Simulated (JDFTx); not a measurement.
The system is K.

```
K
1.0
    -2.69756    2.69756    2.69756
     2.69756   -2.69756    2.69756
     2.69756    2.69756   -2.69756
K
1
Direct
  0.00000 0.00000 0.00000
```

```yaml
Program: JDFTx 1.7.0 (patched build)
Task: relaxation of cell and atoms
Functional: PBE
Potentials_or_basis: PseudoDojo-SR-PBE-0.5-standard with smoothed tails
Cutoff: 1007 eV
Density_cutoff: 4027 eV
k_mesh: 7 × 7 × 7
Occupations: fermi-dirac, width 0.05 eV
Spin: no spin polarisation
```

At the start: pressure -0.2 GPa; volume 78.52 Å³/atom.

How do energy, volume and symmetry change on relaxing?

Over 5 steps the energy falls by 3.3 meV/atom and the volume is 73.61 Å³/atom (-6.3 %); space group Im-3m (No. 229, to 0.05 Å).

The path:
| step | energy change (eV) | largest force (eV/Å) | pressure (GPa) | volume (Å³) |
| --- | --- | --- | --- | --- |
| 1 | 0.0000 | 0.0000 | -0.20 | 78.52 |
| 2 | -0.0005 | 0.0000 | -0.19 | 78.11 |
| 3 | -0.0033 | 0.0000 | 0.01 | 73.48 |
| 4 | -0.0033 | 0.0000 | 0.00 | 73.61 |
| 5 | -0.0033 | 0.0000 | 0.00 | 73.61 |

Final structure:
```
CELL_PARAMETERS angstrom
-2.64012 2.64012 2.64012
2.64012 -2.64012 2.64012
2.64012 2.64012 -2.64012
ATOMIC_POSITIONS crystal
K 0.00000 0.00000 0.00000
```

Caveat: the plane waves are those of the starting cell, so after so large a change of volume the result is rough.
